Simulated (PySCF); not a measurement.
# C2H2Cl2: the cost of one run

The runs use PySCF 2.14.0, with density-fitted response routines of our own; the level of theory stands in each step. All values are computed, except where a source is named. Atoms count from 0, in the outputs and in this text.

## (1) The molecule as given

6 atoms, charge 0, multiplicity 1; geometry from: MMFF94s. The atoms were then displaced at random by about 0.03 Å, so the start is not that level's minimum.

Bonds of the start (Å): Cl0–C1 1.71, C1–C2 1.38, C2–Cl3 1.64, C1–H4 1.09, C2–H5 1.04.

## (2) Relaxing the molecule at PBE0-D3(BJ)/def2-SVP

Job settings and geometry (Å):

```
{"job": {"xc": "PBE0", "basis": "def2-SVP", "d3": "d3bj", "grid": 1, "shake": 0.03, "kind": "geom"}, "charge": 0, "multiplicity": 1}
Cl     1.770870     1.088460     0.019230
C      0.641900    -0.200670    -0.010980
C     -0.732280    -0.141320    -0.024980
Cl    -1.512300     1.303520     0.009820
H      1.199600    -1.139800    -0.048590
H     -1.304670    -1.006210    -0.013770
```

The run is started by

```console
> OMP_NUM_THREADS=1 python probes_run.py task.json out
```

One launch serves the whole session: the jobs run in the order shown.

**Question.** How long does this first job take on 1 thread of Arm Neoverse V1, shared host, and how much memory does it need?

About 15 s, with a peak of 0.31 GiB.
